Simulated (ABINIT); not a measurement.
Ge:

```xyz
4
Lattice="3.9976 0.0000 0.0000 -1.9988 3.4620 0.0000 0.0000 0.0000 6.5994" Properties=species:S:1:pos:R:3 pbc="T T T"
Ge    0.0000    2.3080    6.1843
Ge    1.9988    1.1540    2.8846
Ge    0.0000    2.3080    3.7148
Ge    1.9988    1.1540    0.4151
```

This isn't the form of Ge at room conditions, which is diamond.

Base run:

```yaml
Program: ABINIT 10.8.3 (patched build)
Functional: LDA
Potentials_or_basis: PseudoDojo NC SR LDA v0.4.1 standard
Cutoff: 952 eV
k_mesh: 6 × 6 × 3
Occupations: fermi-dirac, width 0.05 eV
Spin: no spin polarisation
```

Its results: band gap on the k mesh 0.27 eV, direct; largest force 0.012 eV/Å.

The run is repeated on the same cell with these changes: functional from LDA to PBEsol; potentials or basis from PseudoDojo NC SR LDA v0.4.1 standard to PseudoDojo NC SR PBEsol v0.4.1 standard. What comes out?

Band gap on the k mesh 0.17 eV, direct; largest force 0.021 eV/Å.

Caveats: an odd mesh through Γ misses points on the zone boundary, where band edges often lie.
